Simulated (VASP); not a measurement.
Runs of VASP 6.6.1 on Mg. It takes space group P6_3/mmc (No. 194, hexagonal). The conventional cell has a = 3.209 Å, b = 3.209 Å, c = 5.210 Å, α = 90.00°, β = 90.00°, γ = 120.00°. Mg (site symmetry -6m2) is surrounded by 12 Mg at 3.20 to 3.21 Å. 

```csv
task,level,potentials or basis,spin,cell,k mesh,cutoff (eV),smearing,grid for exact exchange (PRECFOCK),exchange at q = 0,mesh quality,gap on the mesh (eV),pressure (GPa),relaxed volume (Å³/atom)
single point,PBE,"VASP PAW PBE potentials, release 64 (Mg)",off,as given,10 × 10 × 5,520,gaussian 0.025 eV,-,-,not flagged,none,-0.6,-
density of states,r2SCAN+D4,"VASP PAW PBE potentials, release 64 (Mg_sv_GW)",off,as given,10 × 10 × 5,600,tetrahedron,-,-,not flagged,none,(b),-
relaxation of cell and atoms,RPBE+D4,"VASP PAW PBE potentials, release 64 (Mg)",off,relaxed,10 × 10 × 5,600,fermi-dirac 0.05 eV,-,-,not flagged,none,0.0,23.25
relaxation of cell and atoms,HF,"VASP PAW PBE potentials, release 64 (Mg)",off,relaxed,5 × 5 × 3,600,fermi-dirac 0.05 eV,Normal,truncated,coarse,none,0.0,23.84
band structure,TPSSh,"VASP PAW PBE potentials, release 64 (Mg)",off,as given,5 × 5 × 3,520,fermi-dirac 0.05 eV,Normal,default,coarse,-,(c),-
single point,B3LYP,"VASP PAW PBE potentials, release 64 (Mg)",off,as given,5 × 5 × 3,520,methfessel-paxton 0.2 eV,Fast,default,coarse,none,-0.4,-
hyperfine couplings,r2SCAN+D4,"VASP PAW PBE potentials, release 64 (Mg)","collinear, zero start",volume scaled by 0.92,10 × 10 × 5,520,methfessel-paxton 0.1 eV,-,-,not flagged,none,(a),-
band structure,HF,"VASP PAW PBE potentials, release 64 (Mg)",off,as given,5 × 5 × 3,520,fermi-dirac 0.05 eV,Normal,default,coarse,-,2.0,-
```

**Question.** Estimate the missing entries.

**Answer.** (a) 1.9; (b) 0.5; (c) -0.8.

Caveats: some runs use coarse meshes; the PAW data sets were made with another functional, which shifts forces and pressure a little (some runs); pairwise dispersion overbinds metals, which lowers pressure and volume (some runs); an unscreened hybrid on a path of extra k points without a Coulomb cutoff has errors near the mesh points, so the bands along the path aren't reliable (some runs); tetrahedron occupations give inexact forces and stress in metals (some runs).

A gap of «none» marks a metal or a gap under the smearing width.

The runs don't all hold the same shells in valence.
